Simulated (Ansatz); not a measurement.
**C: nudged elastic band, vacancy jump**

All numbers below come from Ansatz, DFT PBE, scalar-relativistic, plane waves, PAW. Settings: plane waves to 420 eV, k-mesh 4×4×4 (Γ-centred), Gaussian smearing 0.05 eV. No spin polarisation.

3 inner image(s), climbing default, force tolerance 0.05 eV/Å, at most 60 iterations, fixed cell.

It took 38 s on 4 threads of Intel(R) Xeon(R) Platinum 8488C (Sapphire Rapids), with other jobs on the host, peak memory 0.81 GiB.

Command:
```bash
ansatz run input.yaml --threads 4 --pin off --max-ram 9216MiB --backend cpu --events-out ev --progress --plain --runs-dir out
```

Input:
```yaml
crystal:
  lattice:
    - [-3.571475064, -3.571475064, 0.0]
    - [0.0, -3.571475064, 3.571475064]
    - [-3.571475064, 0.0, 3.571475064]
  atoms:
    - { symbol: C, position: [0.2507477094, 0.2492522906, 0.2492522906] }
    - { symbol: C, position: [0.7492522906, 0.7507477094, 0.2492522906] }
    - { symbol: C, position: [0.2507477094, 0.7507477094, 0.2492522906] }
    - { symbol: C, position: [0.7492522906, 0.2492522906, 0.7507477094] }
    - { symbol: C, position: [0.2507477094, 0.2492522906, 0.7507477094] }
    - { symbol: C, position: [0.7492522906, 0.7507477094, 0.7507477094] }
    - { symbol: C, position: [0.25, 0.75, 0.75] }
    - { symbol: C, position: [0.3486124532, 0.3837958489, 0.3837958489] }
    - { symbol: C, position: [0.8837958489, 0.3837958489, 0.3837958489] }
    - { symbol: C, position: [0.3747414643, 0.8747414643, 0.3757756071] }
    - { symbol: C, position: [0.8837958489, 0.8486124532, 0.3837958489] }
    - { symbol: C, position: [0.3747414643, 0.3757756071, 0.8747414643] }
    - { symbol: C, position: [0.8837958489, 0.3837958489, 0.8486124532] }
    - { symbol: C, position: [0.3747414643, 0.8747414643, 0.8747414643] }
    - { symbol: C, position: [0.8757756071, 0.8747414643, 0.8747414643] }
basis:
  ecutwfc: 420
kpoints:
  mp_grid: { grid: [4, 4, 4] }
hamiltonian:
  xc: pbe
scf:
  occupations: { method: gaussian, width: 0.05 }
output:
  forces: true
neb:
  images: 3
  f_tol: 0.05
  max_iterations: 60
  order_check: false
  final_atoms:
    - { symbol: C, position: [0.2412041507, 0.2412041507, 0.2412041507] }
    - { symbol: C, position: [0.7502585357, 0.7502585357, 0.249224393] }
    - { symbol: C, position: [0.2412041507, 0.7763875478, 0.2412041507] }
    - { symbol: C, position: [0.7502585357, 0.249224393, 0.7502585357] }
    - { symbol: C, position: [0.2412041507, 0.2412041507, 0.7763875478] }
    - { symbol: C, position: [0.7502585357, 0.7502585357, 0.7502585357] }
    - { symbol: C, position: [0.249224393, 0.7502585357, 0.7502585357] }
    - { symbol: C, position: [0.7763875478, 0.2412041507, 0.2412041507] }
    - { symbol: C, position: [0.8742522898, 0.3757477102, 0.3757477102] }
    - { symbol: C, position: [0.3757477102, 0.8742522898, 0.3757477102] }
    - { symbol: C, position: [0.8742522898, 0.8742522898, 0.3757477102] }
    - { symbol: C, position: [0.3757477102, 0.3757477102, 0.8742522898] }
    - { symbol: C, position: [0.8742522898, 0.3757477102, 0.8742522898] }
    - { symbol: C, position: [0.3757477102, 0.8742522898, 0.8742522898] }
    - { symbol: C, position: [0.875, 0.875, 0.875] }
```

Output (its end):
```
...
    - [0.0, -3.571475064, 3.571475064]
    - [-3.571475064, 0.0, 3.571475064]
  atoms:
    - { symbol: C, position: [0.2453447857720915, 0.24177183610613195, 0.24177183421649806] }
    - { symbol: C, position: [0.750039072039193, 0.7498044996172276, 0.2503519351494089] }
    - { symbol: C, position: [0.24534480439309325, 0.7711115260087715, 0.24177183461733565] }
    - { symbol: C, position: [0.7500390672865159, 0.2503519374022155, 0.749804497433057] }
    - { symbol: C, position: [0.24534478841164198, 0.24177183417614634, 0.7711115449815995] }
    - { symbol: C, position: [0.7500390708860822, 0.7498045006641278, 0.7498044937586006] }
    - { symbol: C, position: [0.24872421966288027, 0.7504252617094145, 0.7504252599491967] }
    - { symbol: C, position: [0.5625000033771481, 0.31250000143739176, 0.31249999668808826] }
    - { symbol: C, position: [0.8796551984107084, 0.3832281702812786, 0.3832281690655262] }
    - { symbol: C, position: [0.3749609311086425, 0.8751955031958205, 0.3746480675444888] }
    - { symbol: C, position: [0.8796552160933021, 0.8538884444706285, 0.38322816973472573] }
    - { symbol: C, position: [0.37496092771177114, 0.37464806970178777, 0.8751955023049978] }
    - { symbol: C, position: [0.8796551986353991, 0.383228172463954, 0.8538884578259657] }
    - { symbol: C, position: [0.3749609321950864, 0.8751955019902357, 0.8751954985211207] }
    - { symbol: C, position: [0.8762757839664436, 0.8745747407248671, 0.8745747381593912] }
```

The calculation finished and met its thresholds.

Final band:

```
image s (Å)  ΔE (eV)
    0  0.000    0.000
    1  0.457    1.200
    2  0.913    3.191
    3  1.370    1.200
    4  1.827    0.000
```

Highest image over the start 3.191 eV, over the end 3.191 eV. The order of the saddle wasn't checked, and a path that keeps a symmetry can read too high.

By iteration:

| iteration | largest band force component (eV/Å) | highest image (eV) |
| --- | --- | --- |
| 1 | 1.236 | 3.317 |
| 2 | 0.461 | 3.200 |
| 3 | 0.112 | 3.191 |
| 4 | 0.039 | 3.191 |

Images of the last band (Å, true forces in eV/Å):

```xyz
15
Lattice="-3.571 -3.571 0.000 0.000 -3.571 3.571 -3.571 0.000 3.571" Properties=species:S:1:pos:R:3:forces:R:3 pbc="T T T" image=0 dE_eV=0.0000
C    -1.786   -1.786    1.780    0.000    0.000    0.006
C    -3.566   -5.357    3.571   -0.006    0.000    0.000
C    -1.786   -3.577    3.571    0.000    0.006    0.000
C    -5.357   -3.566    3.571    0.000   -0.006    0.000
C    -3.577   -1.786    3.571    0.006    0.000    0.000
C    -5.357   -5.357    5.363    0.000    0.000   -0.006
C    -3.571   -3.571    5.357    0.000    0.000    0.000
C    -2.616   -2.616    2.741   -0.003   -0.003   -0.003
C    -4.527   -4.527    2.741    0.003    0.003   -0.003
C    -2.680   -4.462    4.466    0.000    0.000    0.000
C    -4.527   -6.187    4.402    0.003   -0.003    0.003
C    -4.462   -2.680    4.466    0.000    0.000    0.000
C    -6.187   -4.527    4.402   -0.003    0.003    0.003
C    -4.462   -4.462    6.248    0.000    0.000    0.000
C    -6.252   -6.252    6.248    0.000    0.000    0.000
15
Lattice="-3.571 -3.571 0.000 0.000 -3.571 3.571 -3.571 0.000 3.571" Properties=species:S:1:pos:R:3:forces:R:3 pbc="T T T" image=1 dE_eV=1.1995
C    -1.789   -1.789    1.764   -0.825   -0.825    0.315
C    -3.557   -5.346    3.582   -0.023   -0.058   -0.058
C    -1.789   -3.593    3.568   -0.825    0.315   -0.825
C    -5.346   -3.557    3.582   -0.058   -0.023   -0.058
C    -3.593   -1.789    3.568    0.315   -0.825   -0.825
C    -5.346   -5.346    5.372   -0.058   -0.058   -0.023
C    -3.559   -3.559    5.370   -0.083   -0.083   -0.083
C    -2.879   -2.879    2.478    3.022    3.022    3.022
C    -4.553   -4.553    2.775   -0.752   -0.752    0.291
C    -2.667   -4.455    4.474   -0.053   -0.077   -0.077
C    -4.553   -6.154    4.375   -0.752    0.291   -0.752
C    -4.455   -2.667    4.474   -0.077   -0.053   -0.077
C    -6.154   -4.553    4.375    0.291   -0.752   -0.752
C    -4.455   -4.455    6.262   -0.077   -0.077   -0.053
C    -6.243   -6.243    6.257   -0.046   -0.046   -0.046
15
Lattice="-3.571 -3.571 0.000 0.000 -3.571 3.571 -3.571 0.000 3.571" Properties=species:S:1:pos:R:3:forces:R:3 pbc="T T T" image=2 dE_eV=3.1912
C    -1.740   -1.740    1.727    0.003    0.003    0.004
C    -3.573   -5.357    3.572    0.002    0.008    0.008
C    -1.740   -3.630    3.617    0.003    0.004    0.003
C    -5.357   -3.573    3.572    0.008    0.002    0.008
C    -3.630   -1.740    3.617    0.004    0.003    0.003
C    -5.357   -5.357    5.356    0.008    0.008    0.002
C    -3.568   -3.568    5.360   -0.010   -0.010   -0.010
C    -3.125   -3.125    2.232    0.000    0.000    0.000
C    -4.510   -4.510    2.737   -0.003   -0.003   -0.004
C    -2.677   -4.465    4.464   -0.002   -0.008   -0.008
C    -4.510   -6.191    4.418   -0.003   -0.004   -0.003
C    -4.465   -2.677    4.464   -0.008   -0.002   -0.008
C    -6.191   -4.510    4.418   -0.004   -0.003   -0.003
C    -4.465   -4.465    6.251   -0.008   -0.008   -0.002
C    -6.253   -6.253    6.247    0.010    0.010    0.010
15
Lattice="-3.571 -3.571 0.000 0.000 -3.571 3.571 -3.571 0.000 3.571" Properties=species:S:1:pos:R:3:forces:R:3 pbc="T T T" image=3 dE_eV=1.1995
C    -1.697   -1.697    1.689    0.752    0.752   -0.291
C    -3.583   -5.367    3.562    0.053    0.077    0.077
C    -1.697   -3.668    3.660    0.752   -0.291    0.752
C    -5.367   -3.583    3.562    0.077    0.053    0.077
C    -3.668   -1.697    3.660   -0.291    0.752    0.752
C    -5.367   -5.367    5.346    0.077    0.077    0.053
C    -3.578   -3.578    5.350    0.046    0.046    0.046
C    -3.371   -3.371    1.986   -3.022   -3.022   -3.022
C    -4.461   -4.461    2.700    0.825    0.825   -0.315
C    -2.693   -4.475    4.454    0.023    0.058    0.058
C    -4.461   -6.228    4.467    0.825   -0.315    0.825
C    -4.475   -2.693    4.454    0.058    0.023    0.058
C    -6.228   -4.461    4.467   -0.315    0.825    0.825
C    -4.475   -4.475    6.235    0.058    0.058    0.023
C    -6.262   -6.262    6.238    0.083    0.083    0.083
15
Lattice="-3.571 -3.571 0.000 0.000 -3.571 3.571 -3.571 0.000 3.571" Properties=species:S:1:pos:R:3:forces:R:3 pbc="T T T" image=4 dE_eV=0.0000
C    -1.723   -1.723    1.723   -0.003   -0.003    0.003
C    -3.570   -5.359    3.570    0.000    0.000    0.000
C    -1.723   -3.634    3.634   -0.003    0.003   -0.003
C    -5.359   -3.570    3.570    0.000    0.000    0.000
C    -3.634   -1.723    3.634    0.003   -0.003   -0.003
C    -5.359   -5.359    5.359    0.000    0.000    0.000
C    -3.570   -3.570    5.359    0.000    0.000    0.000
C    -3.634   -3.634    1.723    0.003    0.003    0.003
C    -4.464   -4.464    2.684    0.000    0.000   -0.006
C    -2.684   -4.464    4.464    0.006    0.000    0.000
C    -4.464   -6.245    4.464    0.000   -0.006    0.000
C    -4.464   -2.684    4.464    0.000    0.006    0.000
C    -6.245   -4.464    4.464   -0.006    0.000    0.000
C    -4.464   -4.464    6.245    0.000    0.000    0.006
C    -6.250   -6.250    6.250    0.000    0.000    0.000
```